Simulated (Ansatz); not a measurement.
Ansatz input file:

```yaml
crystal:
  lattice:
    - [9.8, 0.0, 0.0]
    - [0.0, 9.3, 0.0]
    - [0.0, 0.0, 3.1708133692]
  atoms:
    - { symbol: B, position: [0.4595559519, 0.5, 0.0], spin: 0.5 }
    - { symbol: P, position: [0.5404440481, 0.5, 0.5], spin: 0.5 }
basis:
  ecutwfc: 420
kpoints:
  mp_grid: { grid: [1, 1, 20] }
hamiltonian:
  xc: pbesol
scf:
  occupations: { method: gaussian, width: 0.05 }
output:
  forces: true
  stress: true
  eigenvalues: true
  populations: true
  write_density: true
  write_potential: true
  elf: true
  volumetric_format: npy
magnetization:
  spin_polarized: true
relax:
  adjacent_minimum: "off"
  f_tol: 0.01
  max_steps: 45
  cell: { fix: [a, b, alpha, beta, gamma], stress_tol: 0.03 }
```

Run as
```bash
ansatz run input.yaml --threads 2 --pin off --max-ram 5120MiB --backend cpu --events-out ev --progress --plain --runs-dir out
```

Theory: DFT PBEsol, scalar-relativistic, plane waves, PAW in Ansatz 0.2.0.

From the run's log, abridged (final results; tables in files aren't shown):

```
the starting moments were not kept: the SCF closed with an absolute magnetisation of 8.9e-2 μB, where they sum to 1 μB in size (2 sites). That is at most 0.1 of that sum.
SCF 6 converged in 8 iterations: F = -890.111927 eV  dr2 = 1.90e-12
WARN: The output density's exchange-correlation potential varies sharply where the density is thin. Do not read a vacuum level from v_tot or v_xc, or from such a field of the output density. On a cell that repeats whose density bears no net charge and no dipole along the vacuum's axis use v_es (v_loc + v_h of the components); under efield.dipole_correction with no amplitude use v_es + v_field, which holds any external_charges[].barrier, or the levels of the report's work_function block, which leave it out; under a non-zero efield.amplitude the vacuum is tilted and has no level; on a cell that repeats and bears such a dipole with no correction it is tilted too, and efield.dipole_correction wi ...
SCF converged after 8 iterations
Magnetization: 0.0032 μB (4.0016 up, 3.9984 down)
Absolute magnetization: 0.0894 μB (∫|ρ↑−ρ↓|, with the PAW one-centre terms)
Spin contamination: 0.0018 ħ² per cell (⟨S²⟩ above its minimum at these occupations)
Per-site moments (μB) at R_I (Å): [(0.01718169, 0.72654225), (-0.01082195, 0.72654225)]
Free energy (F): -890.111927 eV
Harris-Foulkes:  -890.111927 eV  (|F-HF|=1.93e-12)
Internal energy: -890.110385 eV  (E = F + TS)
E sigma→0 (E₀):  -890.111156 eV
Entropy (-TS):   -0.001542 eV (-0.771 meV/atom)
Fermi energy:    -4.065776 eV
--- Per-component energies (eV) ---
  E_band       = -76.075171
  E_kinetic    = 112.645696
  E_local      = -659.005825  (includes V_loc(G=0)·N_el)
  E_nonlocal   = 47.793300
  E_hartree    = 263.289931
  E_xc         = -89.187744
  E_vxc        = -93.612364  (∫ρ·V_xc dr)
  E_paw        = -629.772767  (= ΣΔE_a)
  E_vpaw       = -10.475840  (= ΣTr[D̂ρ^β])
  E_aug_tail   = 0.000000  (compensation charges beyond the density's cutoff)
  E_ewald      = 64.066215
  E_core_change = 0.060807  (= ΣΔE_core)
  E_smearing   = -0.001542  (= −TS)
--- Forces (eV/Å), atoms counted from 1 ---
  atom   1  B      0.00406324     0.00000000     0.00000000
  atom   2  P     -0.00406381     0.00000000     0.00000000
--- Stress (GPa, compression-positive) ---
        0.000863       0.000000       0.000000
        0.000000       0.005275       0.000000
        0.000000       0.000000       0.016839
  P = ⅓ Tr σ = 0.0077 GPa (0.077 kbar)
--- Band table (eV; the first three rows and the last of 22) ---
  k-point 0 ↑: bands = ["-16.1971", "-8.0799", "-7.3609", "-6.8844", "-1.8061", "-0.3615", "0.8176", "0.8307", "1.7032"]
  k-point 1 ↑: bands = ["-16.1720", "-8.2016", "-7.3336", "-6.8530", "-1.7814", "-0.2435", "0.8030", "0.8510", "1.7287"]
  k-point 2 ↑: bands = ["-16.0967", "-8.5367", "-7.2520", "-6.7589", "-1.7485", "0.1044", "0.7366", "0.9122", "1.8055"]
  k-point 10 ↓: bands = ["-14.4785", "-12.2706", "-5.2811", "-4.1309", "-3.9525", "-3.4610", "2.9363", "3.1460", "4.3275"]
--- Relaxed structure (5 steps of the walk, 5 accepted, 1 SCFs on fresh bases) ---
  F+E_penalty+E_count = -890.11192730 eV   max|allowed force component| = 4.064e-3 eV/Å   (the final SCF, on the basis selected at the relaxed cell)
  cell:  # Å, volume = 298.4502 Å³
    - [9.8, -2.28962060e-127, 0.0]
    - [-2.17280323e-127, 9.3, -2.12326609e-127]
    - [0.0, -7.23922636e-128, 3.27463425]
  atoms:
    - { symbol: B, position: [0.46687908, 0.5, 0.0] }
    - { symbol: P, position: [0.53312091, 0.5, 0.49999999] }
--- Löwdin populations: 2 sites ---
  site symbol q [e]    m [muB]
     0      B      3.2892     0.0546
     1      P      4.5776    -0.0523
  spilling = 0.016639 (of n_electrons = 8.000000)
```

The relaxation met its thresholds.

Time: 38 s on 2 threads of Arm Neoverse V2 (shared host), peak memory 0.48 GiB.